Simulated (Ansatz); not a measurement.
# How the conductance of Cu/HfO2/Cu changes with thickness, part 5 of 5

Aim: the conductance of Cu/HfO2/Cu junctions as the barrier thickens. Both electrodes are Cu fcc(001) sqrt2 x sqrt2; the barrier is HfO2 fluorite(001) (O2 and Hf faces). In the first transport cell, after relaxation, the nearest pair of electrode and barrier is Cu–O at 1.89 Å, along the normal, at the lower face and Cu–Hf at 2.59 Å, along the normal, at the upper one. All share a net of side 3.63 Å, which strains the lower electrode by +0.0 % and the barrier by +1.1 %, against typed lattice constants near PBE's. The first steps treat the bulk electrodes alone.

Ansatz 0.2.0; PBE DFT, plane waves, PAW files (the session's first sound run).

So far, transmission at the Fermi level (a spin, zone mean): step 4 (T(E) of the junction) 0.00131; step 5 (conductance on a fine mesh, atomic planes in the barrier 4, gap between the …) 0.0150; step 6 (conductance, 53 atoms) 0.00134. Also channels of the lower lead: step 4 1.77; step 6 1.85.

### Step 7. Conductance on a fine mesh, atomic planes in the barrier 8, gap between the electrodes 13.03 Å

Level of this step: PBE DFT, plane waves, PAW files; ballistic transmission by layer matching between semi-infinite leads (Ansatz).

System of this step: Cu/HfO2/Cu. The cell holds 56 atoms: 44 Cu, 8 O and 4 Hf. Its edges and angles: a = 3.630 Å, b = 3.630 Å, c = 63.325 Å, α = 90.0°, β = 90.0°, γ = 90.0°. Regions: left electrode, 22 atoms (22 Cu); barrier, 12 atoms (8 O and 4 Hf); right electrode, 22 atoms (22 Cu). Vacuum lies along c.

Barrier layers are added or taken out in the middle, and the relaxed faces stay.

input.yaml

```yaml
crystal:
  lattice:
    - [3.63, 0.0, 0.0]
    - [0.0, 3.63, 0.0]
    - [0.0, 0.0, 63.3251485258]
  atoms:
    - { symbol: Cu, position: [0.0, 0.0, 0.1105406014] }
    - { symbol: Cu, position: [0.5, 0.5, 0.1105406014] }
    - { symbol: Cu, position: [0.5, 0.0, 0.1391548127] }
    - { symbol: Cu, position: [0.0, 0.5, 0.1391548127] }
    - { symbol: Cu, position: [0.0, 0.0, 0.1677690241] }
    - { symbol: Cu, position: [0.5, 0.5, 0.1677690241] }
    - { symbol: Cu, position: [0.5, 0.0, 0.1963832354] }
    - { symbol: Cu, position: [0.0, 0.5, 0.1963832354] }
    - { symbol: Cu, position: [0.0, 0.0, 0.2249974468] }
    - { symbol: Cu, position: [0.5, 0.5, 0.2249974468] }
    - { symbol: Cu, position: [0.5, 0.0, 0.2536116582] }
    - { symbol: Cu, position: [0.0, 0.5, 0.2536116582] }
    - { symbol: Cu, position: [0.0, 0.0, 0.2822258695] }
    - { symbol: Cu, position: [0.5, 0.5, 0.2822258695] }
    - { symbol: Cu, position: [0.5, 0.0, 0.3108400809] }
    - { symbol: Cu, position: [0.0, 0.5, 0.3108400809] }
    - { symbol: Cu, position: [0.0, 0.0, 0.3394542922] }
    - { symbol: Cu, position: [0.5, 0.5, 0.3394542922] }
    - { symbol: Cu, position: [0.5, 0.0, 0.3680685036] }
    - { symbol: Cu, position: [0.0, 0.5, 0.3680685036] }
    - { symbol: Cu, position: [0.0, 0.0, 0.3965888366] }
    - { symbol: Cu, position: [0.5, 0.5, 0.3965888366] }
    - { symbol: O, position: [0.0, 0.0, 0.4265021514] }
    - { symbol: O, position: [0.5, 0.5, 0.4265021514] }
    - { symbol: Hf, position: [0.5, 0.0, 0.4418481235] }
    - { symbol: O, position: [0.0, 0.0, 0.4669238508] }
    - { symbol: O, position: [0.5, 0.5, 0.4669238508] }
    - { symbol: Hf, position: [0.0, 0.5, 0.4827426249] }
    - { symbol: O, position: [0.5, 0.5, 0.5078273784] }
    - { symbol: O, position: [0.0, 0.0, 0.5078273784] }
    - { symbol: Hf, position: [0.5, 0.0, 0.5236461525] }
    - { symbol: O, position: [0.5, 0.5, 0.548730906] }
    - { symbol: O, position: [0.0, 0.0, 0.548730906] }
    - { symbol: Hf, position: [0.0, 0.5, 0.5634052519] }
    - { symbol: Cu, position: [0.0, 0.5, 0.6043311399] }
    - { symbol: Cu, position: [0.5, 0.0, 0.6003585621] }
    - { symbol: Cu, position: [0.5, 0.5, 0.6319314964] }
    - { symbol: Cu, position: [0.0, 0.0, 0.6319314964] }
    - { symbol: Cu, position: [0.0, 0.5, 0.6605457078] }
    - { symbol: Cu, position: [0.5, 0.0, 0.6605457078] }
    - { symbol: Cu, position: [0.5, 0.5, 0.6891599191] }
    - { symbol: Cu, position: [0.0, 0.0, 0.6891599191] }
    - { symbol: Cu, position: [0.0, 0.5, 0.7177741305] }
    - { symbol: Cu, position: [0.5, 0.0, 0.7177741305] }
    - { symbol: Cu, position: [0.5, 0.5, 0.7463883418] }
    - { symbol: Cu, position: [0.0, 0.0, 0.7463883418] }
    - { symbol: Cu, position: [0.0, 0.5, 0.7750025532] }
    - { symbol: Cu, position: [0.5, 0.0, 0.7750025532] }
    - { symbol: Cu, position: [0.5, 0.5, 0.8036167646] }
    - { symbol: Cu, position: [0.0, 0.0, 0.8036167646] }
    - { symbol: Cu, position: [0.0, 0.5, 0.8322309759] }
    - { symbol: Cu, position: [0.5, 0.0, 0.8322309759] }
    - { symbol: Cu, position: [0.5, 0.5, 0.8608451873] }
    - { symbol: Cu, position: [0.0, 0.0, 0.8608451873] }
    - { symbol: Cu, position: [0.0, 0.5, 0.8894593986] }
    - { symbol: Cu, position: [0.5, 0.0, 0.8894593986] }
kpoints:
  mp_grid: { grid: [8, 8, 1] }
scf:
  occupations: { method: fermi_dirac, width: 0.1 }
  max_iter: 150
hamiltonian:
  xc: pbe
output:
  transmission:
    kmesh: [22, 22]
    e_range: [-0.26, 0.27]
    de: 0.0375
    leads: [[8, 10], [44, 46]]
```

Launch:

```sh
> ansatz run input.yaml --threads 8 --pin off --max-ram 24576MiB --backend cpu --events-out ev --progress --plain --runs-dir out
```

Numbers of over 12 decimals in the logs are rounded to 6 here.

The program printed:

```text
[...]
Crystal: 56 atoms, lattice volume = 834.429 Å³
Basis set: ecut = 420 eV, 16187 PW (Γ)
Bands: 593, of which v1, the nominal top of the filled ones, is band 494 counted from 1 (493 counted from 0)
Symmetry: 8 space group operations
[...]
k-points: 15 of 64
[...]
channels       : 1.853306e0 a spin
[...]
slowest decay  : 0.6878 /Å at (0.5000, 0.5000)
[...]
filled         : 5.0 meV under the level at which it is neutral
    channels       : 1.853306e0 a spin
[...]
slowest decay  : 0.6899 /Å at (0.5000, 0.5000)
  junction   : crystal 0 to crystal 1, 16.27 to 47.06 Å
    transmission   : 1.746464e-4 a spin
[...]
resistance     : 9.6852e0 Ω µm² beyond half of each lead's own
[key lines of the parts left out:]
SCF converged after 16 iterations
Free energy (F): -358945.994442 eV
Fermi energy:    12.193945 eV
```

Run time: 12 min. Hardware: 8 threads of Arm Neoverse V2, shared host; peak memory 11 GiB.

G = 1.0e11 S/m² (1/G = 9.69 Ω µm²), 0.13 times the step before of this kind. The largest error estimate is 2.6 %, from the leads' potential steps. In the worse lead the potential repeats within 21 meV, which the program lets pass.

### Step 8. Conductance on a fine mesh, atomic planes in the barrier 14, gap between the electrodes 20.8 Å

System of this step: Cu/HfO2/Cu. The cell holds 65 atoms: 44 Cu, 14 O and 7 Hf. Its edges and angles: a = 3.630 Å, b = 3.630 Å, c = 71.096 Å, α = 90.0°, β = 90.0°, γ = 90.0°. Regions: left electrode, 22 atoms (22 Cu); barrier, 21 atoms (14 O and 7 Hf); right electrode, 22 atoms (22 Cu). Vacuum lies along c.

Barrier layers are added or taken out in the middle, and the relaxed faces stay.

input.yaml

```yaml
crystal:
  lattice:
    - [3.63, 0.0, 0.0]
    - [0.0, 3.63, 0.0]
    - [0.0, 0.0, 71.095814408]
  atoms:
    - { symbol: Cu, position: [0.0, 0.0, 0.0984586794] }
    - { symbol: Cu, position: [0.5, 0.5, 0.0984586794] }
    - { symbol: Cu, position: [0.5, 0.0, 0.1239454004] }
    - { symbol: Cu, position: [0.0, 0.5, 0.1239454004] }
    - { symbol: Cu, position: [0.0, 0.0, 0.1494321214] }
    - { symbol: Cu, position: [0.5, 0.5, 0.1494321214] }
    - { symbol: Cu, position: [0.5, 0.0, 0.1749188424] }
    - { symbol: Cu, position: [0.0, 0.5, 0.1749188424] }
    - { symbol: Cu, position: [0.0, 0.0, 0.2004055633] }
    - { symbol: Cu, position: [0.5, 0.5, 0.2004055633] }
    - { symbol: Cu, position: [0.5, 0.0, 0.2258922843] }
    - { symbol: Cu, position: [0.0, 0.5, 0.2258922843] }
    - { symbol: Cu, position: [0.0, 0.0, 0.2513790053] }
    - { symbol: Cu, position: [0.5, 0.5, 0.2513790053] }
    - { symbol: Cu, position: [0.5, 0.0, 0.2768657263] }
    - { symbol: Cu, position: [0.0, 0.5, 0.2768657263] }
    - { symbol: Cu, position: [0.0, 0.0, 0.3023524472] }
    - { symbol: Cu, position: [0.5, 0.5, 0.3023524472] }
    - { symbol: Cu, position: [0.5, 0.0, 0.3278391682] }
    - { symbol: Cu, position: [0.0, 0.5, 0.3278391682] }
    - { symbol: Cu, position: [0.0, 0.0, 0.3532422716] }
    - { symbol: Cu, position: [0.5, 0.5, 0.3532422716] }
    - { symbol: O, position: [0.0, 0.0, 0.3798861059] }
    - { symbol: O, position: [0.5, 0.5, 0.3798861059] }
    - { symbol: Hf, position: [0.5, 0.0, 0.3935547863] }
    - { symbol: O, position: [0.0, 0.0, 0.4158897742] }
    - { symbol: O, position: [0.5, 0.5, 0.4158897742] }
    - { symbol: Hf, position: [0.0, 0.5, 0.42997958] }
    - { symbol: O, position: [0.5, 0.5, 0.4523226076] }
    - { symbol: O, position: [0.0, 0.0, 0.4523226076] }
    - { symbol: Hf, position: [0.5, 0.0, 0.4664124134] }
    - { symbol: O, position: [0.0, 0.0, 0.488755441] }
    - { symbol: O, position: [0.5, 0.5, 0.488755441] }
    - { symbol: Hf, position: [0.0, 0.5, 0.5028452468] }
    - { symbol: O, position: [0.5, 0.5, 0.5251882743] }
    - { symbol: O, position: [0.0, 0.0, 0.5251882743] }
    - { symbol: Hf, position: [0.5, 0.0, 0.5392780802] }
    - { symbol: O, position: [0.0, 0.0, 0.5616211077] }
    - { symbol: O, position: [0.5, 0.5, 0.5616211077] }
    - { symbol: Hf, position: [0.0, 0.5, 0.5757109136] }
    - { symbol: O, position: [0.0, 0.0, 0.5980539411] }
    - { symbol: O, position: [0.5, 0.5, 0.5980539411] }
    - { symbol: Hf, position: [0.5, 0.0, 0.611124403] }
    - { symbol: Cu, position: [0.5, 0.0, 0.6475771529] }
    - { symbol: Cu, position: [0.0, 0.5, 0.6440387719] }
    - { symbol: Cu, position: [0.0, 0.0, 0.6721608318] }
    - { symbol: Cu, position: [0.5, 0.5, 0.6721608318] }
    - { symbol: Cu, position: [0.5, 0.0, 0.6976475528] }
    - { symbol: Cu, position: [0.0, 0.5, 0.6976475528] }
    - { symbol: Cu, position: [0.0, 0.0, 0.7231342737] }
    - { symbol: Cu, position: [0.5, 0.5, 0.7231342737] }
    - { symbol: Cu, position: [0.5, 0.0, 0.7486209947] }
    - { symbol: Cu, position: [0.0, 0.5, 0.7486209947] }
    - { symbol: Cu, position: [0.0, 0.0, 0.7741077157] }
    - { symbol: Cu, position: [0.5, 0.5, 0.7741077157] }
    - { symbol: Cu, position: [0.5, 0.0, 0.7995944367] }
    - { symbol: Cu, position: [0.0, 0.5, 0.7995944367] }
    - { symbol: Cu, position: [0.0, 0.0, 0.8250811576] }
    - { symbol: Cu, position: [0.5, 0.5, 0.8250811576] }
    - { symbol: Cu, position: [0.5, 0.0, 0.8505678786] }
    - { symbol: Cu, position: [0.0, 0.5, 0.8505678786] }
    - { symbol: Cu, position: [0.0, 0.0, 0.8760545996] }
    - { symbol: Cu, position: [0.5, 0.5, 0.8760545996] }
    - { symbol: Cu, position: [0.5, 0.0, 0.9015413206] }
    - { symbol: Cu, position: [0.0, 0.5, 0.9015413206] }
kpoints:
  mp_grid: { grid: [8, 8, 1] }
scf:
  occupations: { method: fermi_dirac, width: 0.1 }
  max_iter: 150
hamiltonian:
  xc: pbe
output:
  transmission:
    kmesh: [22, 22]
    e_range: [-0.26, 0.27]
    de: 0.0375
    leads: [[8, 10], [53, 55]]
```

The program printed:

```text
[...]
Crystal: 65 atoms, lattice volume = 936.822 Å³
Basis set: ecut = 420 eV, 18197 PW (Γ)
Bands: 662, of which v1, the nominal top of the filled ones, is band 551 counted from 1 (550 counted from 0)
Symmetry: 8 space group operations
[...]
k-points: 15 of 64
[...]
channels       : 1.853306e0 a spin
[...]
slowest decay  : 0.6878 /Å at (0.5000, 0.5000)
[...]
filled         : 6.2 meV under the level at which it is neutral
    channels       : 1.853306e0 a spin
[...]
slowest decay  : 0.6897 /Å at (0.5000, 0.5000)
  junction   : crystal 0 to crystal 1, 16.27 to 54.83 Å
    transmission   : 2.150222e-7 a spin
[...]
resistance     : 7.8652e3 Ω µm² beyond half of each lead's own
[key lines of the parts left out:]
SCF converged after 18 iterations
Free energy (F): -409529.465039 eV
Fermi energy:    12.695294 eV
```

Run time: 17 min. Hardware: 8 threads; peak memory 11 GiB.

G = 1.3e8 S/m² (1/G = 7865 Ω µm²), 0.0012 times the step before of this kind. Apart from band edges and resonances, the largest error estimate is 3.6 %, from the leads' potential steps. For edges and narrow resonances that could lie between the energies solved the program puts 196 %, while dropping every other energy moves G by 0.2 %. In the worse lead the potential repeats within 21 meV, which the program lets pass.

### Step 9. Conductance, atomic planes in the barrier 16, gap between the electrodes 23.39 Å

System of this step: Cu/HfO2/Cu. The cell holds 68 atoms: 44 Cu, 16 O and 8 Hf. Cell: a = 3.630 Å, b = 3.630 Å, c = 73.686 Å, α = 90.0°, β = 90.0°, γ = 90.0°. Regions: left electrode, 22 atoms (22 Cu); barrier, 24 atoms (16 O and 8 Hf); right electrode, 22 atoms (22 Cu). Vacuum lies along c.

Barrier layers are added or taken out in the middle, and the relaxed faces stay.

input.yaml

```yaml
crystal:
  lattice:
    - [3.63, 0.0, 0.0]
    - [0.0, 3.63, 0.0]
    - [0.0, 0.0, 73.6860363687]
  atoms:
    - { symbol: Cu, position: [0.0, 0.0, 0.094997646] }
    - { symbol: Cu, position: [0.5, 0.5, 0.094997646] }
    - { symbol: Cu, position: [0.5, 0.0, 0.1195884542] }
    - { symbol: Cu, position: [0.0, 0.5, 0.1195884542] }
    - { symbol: Cu, position: [0.0, 0.0, 0.1441792623] }
    - { symbol: Cu, position: [0.5, 0.5, 0.1441792623] }
    - { symbol: Cu, position: [0.5, 0.0, 0.1687700705] }
    - { symbol: Cu, position: [0.0, 0.5, 0.1687700705] }
    - { symbol: Cu, position: [0.0, 0.0, 0.1933608787] }
    - { symbol: Cu, position: [0.5, 0.5, 0.1933608787] }
    - { symbol: Cu, position: [0.5, 0.0, 0.2179516868] }
    - { symbol: Cu, position: [0.0, 0.5, 0.2179516868] }
    - { symbol: Cu, position: [0.0, 0.0, 0.242542495] }
    - { symbol: Cu, position: [0.5, 0.5, 0.242542495] }
    - { symbol: Cu, position: [0.5, 0.0, 0.2671333031] }
    - { symbol: Cu, position: [0.0, 0.5, 0.2671333031] }
    - { symbol: Cu, position: [0.0, 0.0, 0.2917241113] }
    - { symbol: Cu, position: [0.5, 0.5, 0.2917241113] }
    - { symbol: Cu, position: [0.5, 0.0, 0.3163149194] }
    - { symbol: Cu, position: [0.0, 0.5, 0.3163149194] }
    - { symbol: Cu, position: [0.0, 0.0, 0.3408250494] }
    - { symbol: Cu, position: [0.5, 0.5, 0.3408250494] }
    - { symbol: O, position: [0.0, 0.0, 0.3665322959] }
    - { symbol: O, position: [0.5, 0.5, 0.3665322959] }
    - { symbol: Hf, position: [0.5, 0.0, 0.3797204929] }
    - { symbol: O, position: [0.0, 0.0, 0.4012703581] }
    - { symbol: O, position: [0.5, 0.5, 0.4012703581] }
    - { symbol: Hf, position: [0.0, 0.5, 0.4148648771] }
    - { symbol: O, position: [0.5, 0.5, 0.4364224994] }
    - { symbol: O, position: [0.0, 0.0, 0.4364224994] }
    - { symbol: Hf, position: [0.5, 0.0, 0.4500170183] }
    - { symbol: O, position: [0.0, 0.0, 0.4715746406] }
    - { symbol: O, position: [0.5, 0.5, 0.4715746406] }
    - { symbol: Hf, position: [0.0, 0.5, 0.4851691596] }
    - { symbol: O, position: [0.5, 0.5, 0.5067267819] }
    - { symbol: O, position: [0.0, 0.0, 0.5067267819] }
    - { symbol: Hf, position: [0.5, 0.0, 0.5203213009] }
    - { symbol: O, position: [0.0, 0.0, 0.5418789232] }
    - { symbol: O, position: [0.5, 0.5, 0.5418789232] }
    - { symbol: Hf, position: [0.0, 0.5, 0.5554734422] }
    - { symbol: O, position: [0.5, 0.5, 0.5770310645] }
    - { symbol: O, position: [0.0, 0.0, 0.5770310645] }
    - { symbol: Hf, position: [0.5, 0.0, 0.5906255835] }
    - { symbol: O, position: [0.5, 0.5, 0.6121832058] }
    - { symbol: O, position: [0.0, 0.0, 0.6121832058] }
    - { symbol: Hf, position: [0.0, 0.5, 0.624794213] }
    - { symbol: Cu, position: [0.0, 0.5, 0.6599655706] }
    - { symbol: Cu, position: [0.5, 0.0, 0.6565515713] }
    - { symbol: Cu, position: [0.5, 0.5, 0.6836850806] }
    - { symbol: Cu, position: [0.0, 0.0, 0.6836850806] }
    - { symbol: Cu, position: [0.0, 0.5, 0.7082758887] }
    - { symbol: Cu, position: [0.5, 0.0, 0.7082758887] }
    - { symbol: Cu, position: [0.5, 0.5, 0.7328666969] }
    - { symbol: Cu, position: [0.0, 0.0, 0.7328666969] }
    - { symbol: Cu, position: [0.0, 0.5, 0.757457505] }
    - { symbol: Cu, position: [0.5, 0.0, 0.757457505] }
    - { symbol: Cu, position: [0.5, 0.5, 0.7820483132] }
    - { symbol: Cu, position: [0.0, 0.0, 0.7820483132] }
    - { symbol: Cu, position: [0.0, 0.5, 0.8066391213] }
    - { symbol: Cu, position: [0.5, 0.0, 0.8066391213] }
    - { symbol: Cu, position: [0.5, 0.5, 0.8312299295] }
    - { symbol: Cu, position: [0.0, 0.0, 0.8312299295] }
    - { symbol: Cu, position: [0.0, 0.5, 0.8558207377] }
    - { symbol: Cu, position: [0.5, 0.0, 0.8558207377] }
    - { symbol: Cu, position: [0.5, 0.5, 0.8804115458] }
    - { symbol: Cu, position: [0.0, 0.0, 0.8804115458] }
    - { symbol: Cu, position: [0.0, 0.5, 0.905002354] }
    - { symbol: Cu, position: [0.5, 0.0, 0.905002354] }
kpoints:
  mp_grid: { grid: [8, 8, 1] }
scf:
  occupations: { method: fermi_dirac, width: 0.1 }
  max_iter: 150
hamiltonian:
  xc: pbe
output:
  transmission:
    kmesh: [22, 22]
    e_range: [-0.26, 0.27]
    de: 0.0375
    leads: [[8, 10], [56, 58]]
```

The program printed:

```text
[...]
Crystal: 68 atoms, lattice volume = 970.954 Å³
Basis set: ecut = 420 eV, 18855 PW (Γ)
Bands: 684, of which v1, the nominal top of the filled ones, is band 570 counted from 1 (569 counted from 0)
Symmetry: 8 space group operations
[...]
k-points: 15 of 64
[...]
channels       : 1.853306e0 a spin
[...]
slowest decay  : 0.6878 /Å at (0.5000, 0.5000)
[...]
filled         : 6.4 meV under the level at which it is neutral
    channels       : 1.853306e0 a spin
[...]
slowest decay  : 0.6897 /Å at (0.5000, 0.5000)
  junction   : crystal 0 to crystal 1, 16.27 to 57.42 Å
    transmission   : 2.782095e-8 a spin
[...]
resistance     : 6.0116e4 Ω µm² beyond half of each lead's own
[key lines of the parts left out:]
SCF converged after 23 iterations
Free energy (F): -426390.633172 eV
Fermi energy:    12.839184 eV
```

Elapsed: 21 min, on 8 threads; peak memory 9.7 GiB.

One spin. Transmission, zone mean against energy, zero at the Fermi level:

| energy (eV) | transmission, zone mean |
| --- | --- |
| -0.260 | 4.1e-8 |
| -0.223 | 3.9e-8 |
| -0.185 | 3.6e-8 |
| -0.147 | 3.4e-8 |
| -0.110 | 3.3e-8 |
| -0.072 | 3.1e-8 |
| -0.035 | 2.9e-8 |
| 0.003 | 2.8e-8 |
| 0.040 | 2.6e-8 |
| 0.077 | 2.5e-8 |
| 0.115 | 2.4e-8 |
| 0.152 | 2.3e-8 |
| 0.190 | 2.2e-8 |
| 0.228 | 2.1e-8 |
| 0.265 | 2.0e-8 |

G = 1.7e7 S/m² (1/G = 60118 Ω µm²), 0.13 times the step before of this kind. Apart from band edges and resonances, the largest error estimate is 9.2 %, from the leads' potential steps. For edges and narrow resonances that could lie between the energies solved the program puts 2321 %, while dropping every other energy moves G by 1 %. In the worse lead the potential repeats within 20 meV, which the program lets pass, though it still puts 9.2 % of error on the junction's conductance through them.

### Step 10. The series together

Times are for 8 threads of Arm Neoverse V2, shared host. The runs compared:

| no. | gap between the electrodes (Å) | junction conductance (S/m²) | resistance-area product beyond the leads (Ω um²) | time | memory (GiB) |
| --- | --- | --- | --- | --- | --- |
| 1 | 7.85 | 8.90e12 | 0.1114 | 8.6 min | 9.7 |
| 2 | 10.44 | 7.86e11 | 1.272 | 11 min | 10 |
| 3 | 13.03 | 1.03e11 | 9.685 | 12 min | 11 |
| 4 | 20.8 | 1.27e8 | 7865 | 17 min | 11 |
| 5 | 23.39 | 16634000 | 60116 | 21 min | 9.7 |

The runs together. The transmission, zone mean by energy, zero at the Fermi level:

| energy (eV) | 7.85 | 10.44 | 13.03 | 20.8 | 23.39 |
| --- | --- | --- | --- | --- | --- |
| -0.260 | 0.0173 | 0.00156 | 2.1e-4 | 3.1e-7 | 4.1e-8 |
| -0.223 | 0.0165 | 0.00145 | 2.0e-4 | 2.8e-7 | 3.9e-8 |
| -0.185 | 0.0163 | 0.00146 | 2.0e-4 | 2.7e-7 | 3.6e-8 |
| -0.147 | 0.0166 | 0.00140 | 1.9e-4 | 2.5e-7 | 3.4e-8 |
| -0.110 | 0.0155 | 0.00144 | 1.9e-4 | 2.5e-7 | 3.3e-8 |
| -0.072 | 0.0153 | 0.00136 | 1.8e-4 | 2.3e-7 | 3.1e-8 |
| -0.035 | 0.0153 | 0.00133 | 1.8e-4 | 2.2e-7 | 2.9e-8 |
| 0.003 | 0.0150 | 0.00134 | 1.7e-4 | 2.2e-7 | 2.8e-8 |
| 0.040 | 0.0149 | 0.00133 | 1.7e-4 | 2.1e-7 | 2.6e-8 |
| 0.077 | 0.0148 | 0.00129 | 1.7e-4 | 2.0e-7 | 2.5e-8 |
| 0.115 | 0.0148 | 0.00131 | 1.6e-4 | 1.9e-7 | 2.4e-8 |
| 0.152 | 0.0147 | 0.00130 | 1.6e-4 | 1.8e-7 | 2.3e-8 |
| 0.190 | 0.0147 | 0.00130 | 1.6e-4 | 1.8e-7 | 2.2e-8 |
| 0.228 | 0.0146 | 0.00129 | 1.6e-4 | 1.7e-7 | 2.1e-8 |
| 0.265 | 0.0145 | 0.00128 | 1.5e-4 | 1.7e-7 | 2.0e-8 |

### Step 11. Decay with thickness

This step: Fit of the logarithm of the conductance against the barrier's thickness, from PBE DFT, plane waves, PAW files (Ansatz 0.2.0).

No new run: the logarithm is fitted against the thickness.

This step gave:

| Quantity | Value |
| --- | --- |
| decay constant of the conductance | 0.85 Å⁻¹ |
| r.m.s. misfit of ln G | 0.09 |

From the end points alone, β = ln(8.9e+12 / 1.66e+07) / 15.54 Å = 13.19 / 15.54 Å = 0.85 Å⁻¹.

### Step 12. Summary of results

| Quantity | Value |
| --- | --- |
| 1/G at 7.85 Å gap | 0.112 Ω um² |
| 1/G at 23.4 Å gap | 60118 Ω um² |
| decay constant β | 0.85 Å⁻¹ |

In words: A fit of ln G against d gives β = 0.85 Å⁻¹, and step by step the slopes are 0.94, 0.78, 0.86 and 0.79 Å⁻¹. They agree within a fifth, so G falls as one exponential, by a factor of ten every 2.7 Å. At the Fermi level the layers of the barrier in the wide-window run (6 planes) hold from 0.0047 to 0.48 states an eV and atom. A semilocal functional narrows gaps, which tends to make the decay too slow. For band edges and narrow resonances between the energies solved the program's estimate reaches 2321 %, so such features can't be ruled out. The program's largest other error estimate on these conductances is 9.2 %, from the leads' potential steps. No spin-orbit coupling, phonons, disorder or image charges enter; the interfaces are ordered, one cell wide and lattice-matched by strain. Semilocal gaps are too small, which can bring a band edge of the barrier nearer to the Fermi level than it is.

[Logs are printed without paths, hosts, clocks, repeated set-up lines and the standing remarks that a program may print on its own settings, such as how far it seeks lower states.]

[Hosts, paths, dates, database ids (printed as entryN), source tags and the programs' standing remarks are cut or masked in the printed files.]
